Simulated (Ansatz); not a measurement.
**Two structures of Ti$_{3}$Al$_{5}$ under several functionals**

Plane-wave DFT in Ansatz with scalar-relativistic PAW potentials (420 eV, r2SCAN 500 eV). Each structure was relaxed within its symmetry at each level.
A. P4/mmm, 8 atoms in the computed cell, a = 3.918 Å, c = 8.367 Å; sites (symmetry × multiplicity) Ti 4/mmm × 1 + 4/mmm × 1 + 4/mmm × 1, Al 2mm. × 4 + 4/mmm × 1
B. Pmmm, 8 atoms in the computed cell, a = 3.918 Å, b = 4.039 Å, c = 8.121 Å; sites (symmetry × multiplicity) Ti mm2 × 2 + mmm × 1, Al mm2 × 2 + mmm × 1 + mmm × 1 + mmm × 1
(cells at PBE)

Question: Does the choice of functional change which is lower?

Answer:
```tsv
level	E(B) − E(A) (meV/atom)	V(A) (Å³/atom)	V(B) (Å³/atom)
PBE	-14.3	16.06	16.07
PBEsol	-12.6	15.64	15.65
```

No: at every level B is lower; the difference varies by 1.7 meV/atom between levels.